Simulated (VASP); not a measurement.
Runs of VASP 6.6.1 on CaF2. Symmetry: Fm-3m, No. 225, cubic system. The conventional cell has a = 5.513 Å, b = 5.513 Å, c = 5.513 Å, α = 90.00°, β = 90.00°, γ = 90.00°. Ca (site symmetry m-3m) has 8 F at 2.39 Å as nearest neighbours. Around F (site symmetry -43m) lie 4 Ca at 2.39 Å. The cell comes from a database or a generator and needn't be the stable form of this composition.

```csv
level,potentials or basis,k mesh,grid for exact exchange (PRECFOCK),exchange at q = 0,further INCAR settings,screening parameter,gap on the mesh (eV)
PBE0,"VASP PAW PBE potentials, release 64 (Ca_sv, F)",8 × 8 × 8,Fast,truncated,ALGO = Normal; EDIFF = 1e-06,-,9.94
LDA,"VASP PAW LDA potentials, release 64 (Ca_sv, F)",10 × 10 × 10,-,-,ALGO = Fast; EDIFF = 1e-06,-,6.75
HSE06,"VASP PAW PBE potentials, release 64 (Ca_sv, F)",8 × 8 × 8,Fast,-,ALGO = Normal; EDIFF = 1e-06,0.2 1/A,9.20
r2SCAN,"VASP PAW PBE potentials, release 64 (Ca_sv, F)",10 × 10 × 10,-,-,ALGO = Normal; EDIFF = 1e-06,-,(a)
```

Alike in all rows: task band structure; no spin polarisation; cell as given; cutoff (eV) 450; smearing gaussian 0.02 eV.

Question: Fill in the values left out.

Answer: (a) 7.79.

Runs at the PBE level aren't shown here.
